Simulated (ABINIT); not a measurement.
# ZrB2 (P6/mmm) in ABINIT: reference runs

Reference runs on ZrB2: the cell as given and a disturbed copy.

All numbers are computed with ABINIT 10.8.3 (patched build); they aren't measurements. Logs are shortened: lines on timing, memory, paths and dates and some standing lists are left out, and cuts for length are marked. The log counts tension as positive stress, the text compression.

**1. The structure**

The structure is hexagonal, space group P6/mmm (No. 191). Conventional cell: a = 3.170 Å, b = 3.170 Å, c = 3.533 Å, α = 90.00°, β = 90.00°, γ = 120.00°. Zr (site symmetry 6/mmm) is surrounded by 12 B at 2.54 Å. Around B (site symmetry -6m2) lie 3 B at 1.83 Å.

**2. Single point, PBEsol**

Contents of run.abi:

```
# Pseudopotentials
pp_dirpath "./"
pseudos "Zr.upf, B.upf"

# Structure
acell 3*1.0 Angstrom
rprim
     3.1700000000     0.0000000000     0.0000000000
    -1.5850000000     2.7453005300     0.0000000000
     0.0000000000     0.0000000000     3.5330000000
ntypat 2
znucl 40 5
natom 3
typat 1 2 2
xred
     0.0000000000     0.0000000000     0.0000000000
     0.6666666667     0.3333333333     0.5000000000
     0.3333333333     0.6666666667     0.5000000000

# Plane-wave basis
ecut 1034.032677 eV

# k points
kptopt 1
ngkpt 10 10 8
nshiftk 1
shiftk 0.0 0.0 0.0

# Exchange and correlation
ixc -116133

# Bands and occupations
nband 13
occopt 3
tsmear 0.05 eV

# SCF cycle
nstep 100
tolvrs 1.0e-10

# Output
iomode 3
prtwf 0
prtden 0
prteig 0
prtebands 0
```

Potentials or basis: PseudoDojo NC SR PBEsol v0.4.1 standard.

Launch:

```sh
$ abinit run.abi > log 2>&1
```

run.abo:

```text
.Version 10.8.3 of ABINIT
 Symmetries : space group P6/m m m (#191); Bravais hP (primitive hexag.)
================================================================================
 Values of the parameters that define the memory need of the present run
     intxc =       0    ionmov =       0      iscf =       7    lmnmax =       6
     lnmax =       6     mgfft =      40  mpssoang =       3    mqgrid =    3001
     natom =       3  nloc_mem =       1    nspden =       1   nspinor =       1
    nsppol =       1      nsym =      24    n1xccc =    2501    ntypat =       2
    occopt =       3   xclevel =       2
       mpw =        2339          nfft =       51840          nkpt =          70
================================================================================
================================================================================

--------------------------------------------------------------------------------
------------- Echo of variables that govern the present computation ------------
--------------------------------------------------------------------------------
 -outvars: echo values of preprocessed input variables --------
            acell      1.8897261259E+00  1.8897261259E+00  1.8897261259E+00 Bohr
              amu      9.12240000E+01  1.08110000E+01
             ecut      3.80000000E+01 Hartree
                       outvar_i_n : Printing only first  50 k-points.
              ixc     -116133
                       outvar_i_n : Printing only first  50 k-points.
         kptrlatt       10    0    0      0   10    0      0    0    8
          kptrlen      5.34112192E+01
            natom           3
            nband          13
            ngfft          36      36      40
             nkpt          70
            nstep         100
             nsym          24
           ntypat           2
                       prtocc : prtvol=0, do not print more k-points.
           occopt           3
           prtden           0
        prtebands           0
           prteig           0
            prtwf           0
            rprim      3.1700000000E+00  0.0000000000E+00  0.0000000000E+00
                      -1.5850000000E+00  2.7453005300E+00  0.0000000000E+00
                       0.0000000000E+00  0.0000000000E+00  3.5330000000E+00
          spgroup         191
           tolvrs      1.00000000E-10
           tsmear      1.83746611E-03 Hartree
            typat      1  2  2
                       outvars : Printing only first  50 k-points.
           xangst      0.0000000000E+00  0.0000000000E+00  0.0000000000E+00
                       1.5850000000E+00  9.1510017667E-01  1.7665000000E+00
                      -5.8094647989E-17  1.8302003533E+00  1.7665000000E+00
            xcart      0.0000000000E+00  0.0000000000E+00  0.0000000000E+00
                       2.9952159096E+00  1.7292887117E+00  3.3382012014E+00
                      -1.0978297408E-16  3.4585774233E+00  3.3382012014E+00
             xred      0.0000000000E+00  0.0000000000E+00  0.0000000000E+00
                       6.6666666667E-01  3.3333333333E-01  5.0000000000E-01
[... 110 lines left out ...]
       0.333333333333      0.666666666667      0.500000000000
 rms dE/dt=  7.6814E-30; max dE/dt=  1.2622E-29; dE/dt below (all hartree)
    1       0.000000000000      0.000000000000      0.000000000000
    2       0.000000000000      0.000000000000      0.000000000000
    3      -0.000000000000     -0.000000000000      0.000000000000

 cartesian coordinates (angstrom) at end:
    1      0.00000000000000     0.00000000000000     0.00000000000000
    2      1.58500000000000     0.91510017666667     1.76650000000000
    3     -0.00000000000000     1.83020035333333     1.76650000000000

 cartesian forces (hartree/bohr) at end:
    1     -0.00000000000000     0.00000000000000    -0.00000000000000
    2     -0.00000000000000    -0.00000000000000    -0.00000000000000
    3      0.00000000000000     0.00000000000000    -0.00000000000000
 frms,max,avg= 1.6809605E-30 2.9735951E-30   0.000E+00  0.000E+00  0.000E+00 h/b

 cartesian forces (eV/Angstrom) at end:
    1     -0.00000000000000     0.00000000000000    -0.00000000000000
    2     -0.00000000000000    -0.00000000000000    -0.00000000000000
    3      0.00000000000000     0.00000000000000    -0.00000000000000
 frms,max,avg= 8.6438465E-29 1.5290841E-28   0.000E+00  0.000E+00  0.000E+00 e/A
 length scales=  1.889726125908  1.889726125908  1.889726125908 bohr
              =  1.000000000000  1.000000000000  1.000000000000 angstroms
 Fermi (or HOMO) energy (hartree) =   0.45423   Average Vxc (hartree)=  -0.46879
 Eigenvalues (hartree) for nkpt=  70  k points:
 kpt#   1, nband= 13, wtk=  0.00125, kpt=  0.0000  0.0000  0.0000 (reduced coord)
  -1.32548   -0.52509   -0.50460   -0.50460   -0.00923    0.36143    0.36143    0.36146
   0.37247    0.58234    0.58234    0.61183    0.61200
      occupation numbers for kpt#   1
   2.00000    2.00000    2.00000    2.00000    2.00000    2.00000    2.00000    2.00000
   2.00000    0.00000    0.00000    0.00000    0.00000
 prteigrs : prtvol=0 or 1, do not print more k-points.

--- !EnergyTerms
iteration_state     : {dtset: 1, }
comment             : Components of total free energy in Hartree
kinetic             :  1.85464011796601E+01
hartree             :  6.19334304254065E+00
xc                  : -1.24947243690065E+01
Ewald energy        : -4.82953939517116E+01
psp_core            :  2.19402802923561E+00
local_psp           : -2.80881809550752E+01
non_local_psp       :  5.35555878471918E+00
internal            : -5.65889682396377E+01
'-kT*entropy'       : -1.03487056471966E-04
total_energy        : -5.65890717266942E+01
total_energy_eV     : -1.53986708805660E+03
band_energy         : -3.10849689499448E+00
...

 Cartesian components of stress tensor (hartree/bohr^3)
  sigma(1 1)=  1.25041173E-04  sigma(3 2)=  0.00000000E+00
  sigma(2 2)=  1.25041173E-04  sigma(3 1)=  0.00000000E+00
  sigma(3 3)=  1.31341085E-04  sigma(2 1)=  0.00000000E+00

-Cartesian components of stress tensor (GPa)         [Pressure= -3.7406E+00 GPa]
- sigma(1 1)=  3.67883833E+00  sigma(3 2)=  0.00000000E+00
- sigma(2 2)=  3.67883833E+00  sigma(3 1)=  0.00000000E+00
- sigma(3 3)=  3.86418813E+00  sigma(2 1)=  0.00000000E+00

== END DATASET(S) ==============================================================
================================================================================

 -outvars: echo values of variables after computation  --------
            acell      1.8897261259E+00  1.8897261259E+00  1.8897261259E+00 Bohr
           etotal     -5.6589071727E+01
            fcart     -4.6821979764E-31  2.7032682621E-31 -0.0000000000E+00
                      -1.8728791906E-30 -2.9735950883E-30 -0.0000000000E+00
                       2.3410989882E-30  2.7032682621E-30 -0.0000000000E+00
            rprim      3.1700000000E+00  0.0000000000E+00  0.0000000000E+00
                      -1.5850000000E+00  2.7453005300E+00  0.0000000000E+00
                       0.0000000000E+00  0.0000000000E+00  3.5330000000E+00
           strten      1.2504117345E-04  1.2504117343E-04  1.3134108483E-04
                       0.0000000000E+00  0.0000000000E+00  0.0000000000E+00
           xangst      0.0000000000E+00  0.0000000000E+00  0.0000000000E+00
                       1.5850000000E+00  9.1510017667E-01  1.7665000000E+00
                      -5.8094647989E-17  1.8302003533E+00  1.7665000000E+00
             xred      0.0000000000E+00  0.0000000000E+00  0.0000000000E+00
                       6.6666666667E-01  3.3333333333E-01  5.0000000000E-01
                       3.3333333333E-01  6.6666666667E-01  5.0000000000E-01
 Calculation completed.
```

It took 47 s on 1 thread of Arm Neoverse V2, shared host; peak memory 0.09 GiB.

What came out:

```yaml
Free_energy: -1539.8671 eV
Pressure: -3.7 GPa
Band_gap_on_the_k_mesh: none (metal or under the smearing width)
Valence_electrons_inside_the_program's_atomic_spheres: Zr 8.44; B 2.63
```

Stress tensor (GPa, compression positive):
```
-3.68  0.00  0.00
 0.00 -3.68  0.00
 0.00  0.00 -3.86
```

**3. Single point, PBEsol (atoms moved at random, drawn with an rms of 0.05 Å)**

Contents of run.abi:

```
# Pseudopotentials
pp_dirpath "./"
pseudos "Zr.upf, B.upf"

# Structure
acell 5.9904318151 5.9904318151 6.6764023983
rprim
     1.0000000000     0.0000000000     0.0000000000
    -0.5000000000     0.8660254038     0.0000000000
     0.0000000000     0.0000000000     1.0000000000
ntypat 2
znucl 40 5
natom 3
typat 1 2 2
xred
     0.0005520000     0.0210970000    -0.0087420000
     0.6546680000     0.3300410000     0.4957830000
     0.3421360000     0.6650570000     0.5141110000
chkprim 0
chksymtnons 0
tolsym 1.0e-6

# Plane-wave basis
ecut 38.0

# k points
kptopt 1
ngkpt 10 10 8
nshiftk 1
shiftk 0.0 0.0 0.0

# Exchange and correlation
ixc -116133

# Bands and occupations
nband 13
occopt 3
tsmear 0.00183747

# SCF cycle
nstep 100
tolvrs 1.0e-10

# Output
iomode 3
prtwf 0
prtden 0
prteig 0
prtebands 0
enunit 2
```

Potentials or basis: PseudoDojo NC SR PBEsol v0.4.1 standard.

Launch:

```sh
$ abinit run.abi > log 2>&1
```

run.abo:

```text
.Version 10.8.3 of ABINIT
 Symmetries : space group P1 (#  1); Bravais aP (primitive triclinic)
================================================================================
 Values of the parameters that define the memory need of the present run
     intxc =       0    ionmov =       0      iscf =       7    lmnmax =       6
     lnmax =       6     mgfft =      40  mpssoang =       3    mqgrid =    3001
     natom =       3  nloc_mem =       1    nspden =       1   nspinor =       1
    nsppol =       1      nsym =       1    n1xccc =    2501    ntypat =       2
    occopt =       3   xclevel =       2
       mpw =        2339          nfft =       51840          nkpt =         404
================================================================================
================================================================================

--------------------------------------------------------------------------------
------------- Echo of variables that govern the present computation ------------
--------------------------------------------------------------------------------
 -outvars: echo values of preprocessed input variables --------
            acell      5.9904318151E+00  5.9904318151E+00  6.6764023983E+00 Bohr
              amu      9.12240000E+01  1.08110000E+01
          chkprim           0
      chksymtnons           0
             ecut      3.80000000E+01 Hartree
           enunit           2
                       outvar_i_n : Printing only first  50 k-points.
              ixc     -116133
                       outvar_i_n : Printing only first  50 k-points.
         kptrlatt       10    0    0      0   10    0      0    0    8
          kptrlen      5.34112192E+01
            natom           3
            nband          13
            ngfft          36      36      40
             nkpt         404
            nstep         100
             nsym           1
           ntypat           2
                       prtocc : prtvol=0, do not print more k-points.
           occopt           3
           prtden           0
        prtebands           0
           prteig           0
            prtwf           0
            rprim      1.0000000000E+00  0.0000000000E+00  0.0000000000E+00
                      -5.0000000000E-01  8.6602540380E-01  0.0000000000E+00
                       0.0000000000E+00  0.0000000000E+00  1.0000000000E+00
          spgroup           1
[... 144 lines left out ...]
 frms,max,avg= 6.0791449E-01 9.1919529E-01   1.029E-07  1.614E-09  1.505E-07 e/A
 length scales=  5.990431815100  5.990431815100  6.676402398300 bohr
              =  3.169999997869  3.169999997869  3.532999997602 angstroms
 Fermi (or HOMO) energy (hartree) =   0.45459   Average Vxc (hartree)=  -0.46867
 Eigenvalues (hartree) for nkpt= 404  k points:
 kpt#   1, nband= 13, wtk=  0.00125, kpt=  0.0000  0.0000  0.0000 (reduced coord)
  -1.32534   -0.52518   -0.50495   -0.50406   -0.00916    0.35221    0.35537    0.37019
   0.37838    0.57776    0.58290    0.59710    0.61733
      occupation numbers for kpt#   1
   2.00000    2.00000    2.00000    2.00000    2.00000    2.00000    2.00000    2.00000
   2.00000    0.00000    0.00000    0.00000    0.00000
 prteigrs : prtvol=0 or 1, do not print more k-points.

 Fermi (or HOMO) energy (eV) =  12.37003   Average Vxc (eV)= -12.75324
 Eigenvalues (   eV  ) for nkpt= 404  k points:
 kpt#   1, nband= 13, wtk=  0.00125, kpt=  0.0000  0.0000  0.0000 (reduced coord)
 -36.06428  -14.29095  -13.74036  -13.71614   -0.24917    9.58408    9.67020   10.07343
  10.29618   15.72161   15.86150   16.24800   16.79842
 prteigrs : prtvol=0 or 1, do not print more k-points.

--- !EnergyTerms
iteration_state     : {dtset: 1, }
comment             : Components of total free energy in Hartree
kinetic             :  1.85567132350444E+01
hartree             :  6.21518262369899E+00
xc                  : -1.24970389307383E+01
Ewald energy        : -4.82700836421117E+01
psp_core            :  2.19402803363855E+00
local_psp           : -2.81416566348680E+01
non_local_psp       :  5.35702464448776E+00
internal            : -5.65858306708483E+01
'-kT*entropy'       : -1.07061846847237E-04
total_energy        : -5.65859377326952E+01
total_energy_eV     : -1.53978180773540E+03
band_energy         : -3.10947654949825E+00
...

 Cartesian components of stress tensor (hartree/bohr^3)
  sigma(1 1)=  8.47863987E-05  sigma(3 2)=  2.42263657E-05
  sigma(2 2)=  9.32378256E-05  sigma(3 1)= -1.48404246E-05
  sigma(3 3)=  1.00775360E-04  sigma(2 1)= -1.42707427E-05

-Cartesian components of stress tensor (GPa)         [Pressure= -2.7342E+00 GPa]
- sigma(1 1)=  2.49450197E+00  sigma(3 2)=  7.12764287E-01
- sigma(2 2)=  2.74315154E+00  sigma(3 1)= -4.36620367E-01
- sigma(3 3)=  2.96491347E+00  sigma(2 1)= -4.19859747E-01

== END DATASET(S) ==============================================================
================================================================================

 -outvars: echo values of variables after computation  --------
            acell      5.9904318151E+00  5.9904318151E+00  6.6764023983E+00 Bohr
           etotal     -5.6585937733E+01
            fcart      7.2998933775E-03 -1.6246702413E-02  1.3251495599E-02
                       1.0575609006E-02  7.7071148544E-03  9.0752892721E-04
                      -1.7875502384E-02  8.5395875582E-03 -1.4159024526E-02
            rprim      1.0000000000E+00  0.0000000000E+00  0.0000000000E+00
                      -5.0000000000E-01  8.6602540380E-01  0.0000000000E+00
                       0.0000000000E+00  0.0000000000E+00  1.0000000000E+00
           strten      8.4786398727E-05  9.3237825578E-05  1.0077536046E-04
                       2.4226365704E-05 -1.4840424644E-05 -1.4270742745E-05
           xangst     -3.1688904979E-02  5.7917605243E-02 -3.0885485979E-02
                       1.5521825740E+00  9.0606173163E-01  1.7516013378E+00
                       3.0455774980E-02  1.8257813334E+00  1.8163541618E+00
             xred      5.5200000000E-04  2.1097000000E-02 -8.7420000000E-03
                       6.5466800000E-01  3.3004100000E-01  4.9578300000E-01
                       3.4213600000E-01  6.6505700000E-01  5.1411100000E-01
 Calculation completed.
```

Run time: 4.6 min. Hardware: 1 thread of Arm Neoverse V2, shared host; peak memory 0.25 GiB.

What came out:

- Free energy: -1539.7818 eV
- Pressure: -2.7 GPa
- Largest force: 1.252 eV/Å
- Band gap on the k mesh: none (metal or under the smearing width)
- Valence electrons inside the program's atomic spheres: Zr 8.45; B 2.64, 2.65

Forces in eV/Å, atoms in the order of the input:
```
Zr   0.375 -0.835  0.681
B    0.544  0.396  0.047
B   -0.919  0.439 -0.728
```

Levels at points of the mesh, in eV from the Fermi level:
```tsv
k point	band 7	band 8	band 9	band 10	band 11	band 12
(0.00, 0.00, 0.00)	-2.70	-2.30	-2.07	3.35	3.49	3.88
(0.50, 0.00, 0.00)	-3.97	-3.30	-2.42	2.10	2.97	5.04
(0.00, 0.50, 0.00)	-3.81	-2.99	-2.55	2.19	2.52	5.01
(0.50, 0.50, 0.00)	-3.69	-2.96	-2.46	1.95	2.49	5.00
(0.00, 0.00, 0.50)	-1.30	-0.58	0.22	0.66	0.86	0.95
(0.50, 0.00, 0.50)	-4.57	-3.93	-2.04	3.79	4.01	5.39
(0.00, 0.50, 0.50)	-4.50	-4.07	-1.89	3.77	4.16	5.39
(0.50, 0.50, 0.50)	-4.46	-4.18	-1.77	3.73	4.25	5.39
```
